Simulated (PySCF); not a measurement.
**A series of related molecules**

Level of theory: GIAO B3LYP/aug-pcSseg-1 magnetisability, rotational g tensor and spin-rotation constants, non-relativistic, gas phase (PySCF 2.14.0). Geometry: PBE0-D3(BJ)/def2-SVP.

Each molecule in one low-energy conformer. The parent is c1ccccc1.

In some of these runs: for an ion the centre-of-mass motion in the field is neglected. The calculation is non-relativistic, which matters for the atoms heavier than Zn.

(1) How does the isotropic susceptibility change along this series?
- c1ccccc1 (base)
- c1ccnnc1 (other ring system)
- c1cc[pH]c1 (other ring system)
- [OH3+] (other ring system)
- C1=CCC=C1 (other ring system)
- C1CCCCC1 (other ring system)
- c1cn[nH]c1 (other ring system)
- [CH3+] (other ring system)
- C1=CSC=CS1 (other ring system)
- c1cc[nH+]cc1 (other ring system)
- C1=COC=CO1 (other ring system)
- O=c1cc1 (other ring system)
- c1cncnc1 (other ring system)
- [SiH2]1[SiH2][SiH2]1 (other ring system)
- [GeH4] (other ring system)
- c1cc[nH]c1 (other ring system)

## Answers

(1) 
| molecule | χ, cgs (10⁻⁶ cm³/mol) | magnetisability anisotropy (10⁻³⁰ J/T²) |
| --- | --- | --- |
| c1ccccc1 | -42.5 | 379 |
| c1ccnnc1 | -41.7 | 1040 |
| c1cc[pH]c1 | -54.2 | 696 |
| [OH3+] | -12.4 | 3 |
| C1=CCC=C1 | -45.6 | 586 |
| C1CCCCC1 | -66.4 | 134 |
| c1cn[nH]c1 | -44.3 | 765 |
| [CH3+] | 0.5 | 368 |
| C1=CSC=CS1 | -65.6 | 227 |
| c1cc[nH+]cc1 | -50.6 | 1006 |
| C1=COC=CO1 | -30.7 | 491 |
| O=c1cc1 | -22.6 | 321 |
| c1cncnc1 | -43.6 | 941 |
| [SiH2]1[SiH2][SiH2]1 | -66.0 | 262 |
| [GeH4] | -33.8 | 0 |
| c1cc[nH]c1 | -49.5 | 763 |

The isotropic susceptibility is lowest for C1CCCCC1 and highest for [CH3+].
